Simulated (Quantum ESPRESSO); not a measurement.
A run of Quantum ESPRESSO 7.5 is set up as follows.

pw.in

```
&CONTROL
  calculation = 'scf'
  prefix = 'pwscf'
  outdir = './tmp'
  pseudo_dir = './pseudo'
  tprnfor = .true.
  tstress = .true.
  disk_io = 'low'
/
&SYSTEM
  ibrav = 0
  nat = 2
  ntyp = 2
  ecutwfc = 45
  ecutrho = 360
  nbnd = 14
  occupations = 'smearing'
  smearing = 'fd'
  degauss = 0.00367493
/
&ELECTRONS
  conv_thr = 4d-10
  electron_maxstep = 120
  mixing_beta = 0.5
/
ATOMIC_SPECIES
S     32.0600 s_lda_v1.4.uspp.F.UPF
Mg    24.3050 mg_lda_v1.4.uspp.F.UPF
CELL_PARAMETERS bohr
   0.0000000000    4.9164059721    4.9164059721
   4.9164059721    0.0000000000    4.9164059721
   4.9164059721    4.9164059721    0.0000000000
ATOMIC_POSITIONS bohr
S      4.9164059721    4.9164059721    4.9164059721
Mg     0.0000000000    0.0000000000    0.0000000000
K_POINTS automatic
6 6 6 1 1 1
```

Contents of scf2.in:

```
&CONTROL
  calculation = 'scf'
  prefix = 'pwscf'
  outdir = './tmp'
  pseudo_dir = './pseudo'
  tprnfor = .true.
  tstress = .true.
  disk_io = 'low'
/
&SYSTEM
  ibrav = 0
  nat = 2
  ntyp = 2
  ecutwfc = 45
  ecutrho = 360
  nbnd = 14
  occupations = 'fixed'
/
&ELECTRONS
  conv_thr = 1d-13
  electron_maxstep = 120
  mixing_beta = 0.5
  startingpot = 'file'
  startingwfc = 'file'
/
ATOMIC_SPECIES
S     32.0600 s_lda_v1.4.uspp.F.UPF
Mg    24.3050 mg_lda_v1.4.uspp.F.UPF
CELL_PARAMETERS bohr
   0.0000000000    4.9164059721    4.9164059721
   4.9164059721    0.0000000000    4.9164059721
   4.9164059721    4.9164059721    0.0000000000
ATOMIC_POSITIONS bohr
S      4.9164059721    4.9164059721    4.9164059721
Mg     0.0000000000    0.0000000000    0.0000000000
K_POINTS automatic
6 6 6 1 1 1
```

The input ph.in:

```
dielectric of MgS
&INPUTPH
  prefix = 'pwscf'
  outdir = './tmp'
  tr2_ph = 1d-18
  fildyn = 'dyn'
  niter_ph = 90
  alpha_mix(1) = 0.7
  epsil = .true.
  trans = .false.
  zeu = .true.
/
0.0000000000 0.0000000000 0.0000000000
```

Potentials or basis: GBRV 1.5 LDA.

Command:

```console
$ OMP_NUM_THREADS=1 pw.x -in pw.in > pw.out
$ OMP_NUM_THREADS=1 pw.x -in scf2.in > scf2.out
$ OMP_NUM_THREADS=1 ph.x -in ph.in > ph.out
```

What does it give for the electronic dielectric tensor (diagonal)?

5.60.

Predict the Born charges (mean of the diagonal).

S -2.34; Mg +2.34 e.

Estimate the pressure.

-3.4 GPa.

Born effective charge tensors (e):
atom 1, S
```
-2.34  0.00  0.00
 0.00 -2.34  0.00
 0.00  0.00 -2.34
```
atom 2, Mg
```
2.34 0.00 0.00
0.00 2.34 0.00
0.00 0.00 2.34
```

Caveat: the cell is more than 3 GPa from zero pressure, which shifts response properties.
